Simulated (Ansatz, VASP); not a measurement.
Cr in VASP and in Ansatz

```
CELL_PARAMETERS angstrom
2.87057 0.00000 0.00000
0.00000 2.87057 0.00000
0.00000 0.00000 2.78366
ATOMIC_POSITIONS crystal
Cr 0.00000 0.00000 0.00000
Cr 0.50000 0.50000 0.50000
```

Change from the starting cell: biaxial strain in the a-b plane, c and atoms relaxed: +2.0 %.

Alike in both runs: functional PBEsol; k mesh 14 × 14 × 14; occupations gaussian, width 0.1 eV; no spin polarisation.

Ansatz relaxed the structure, and its values are those at the end. VASP's run is a single point on that final structure, the one shown.

|  | VASP | Ansatz |
| --- | --- | --- |
| version | VASP 6.6.1 | Ansatz 0.2.0 |
| potentials or method | VASP PAW PBE potentials, release 64 (Cr_pv) | scalar-relativistic, plane waves, PAW |
| plane-wave cutoff (eV) | 520 | 420 |
| valence electrons in the cell | 24 | 28 |

Ansatz gave:

```
gap on the k mesh at the Fermi level (eV) : none
pressure (GPa)                            : -7.4
```

Question: What did VASP give for the same quantities?

Answer: gap on the k mesh at the Fermi level (eV): none; pressure (GPa): -8.0.

A gap of «none» marks a metal or a gap that the smearing closes. The two sets of potentials don't hold the same shells in valence.

Caveats: the PAW data sets were made with another functional, which shifts forces and pressure a little (VASP); the run has no spin polarisation, though such a crystal can be magnetic. Spin polarisation is off, so any magnetic state and its effect on volume and gap are missing.
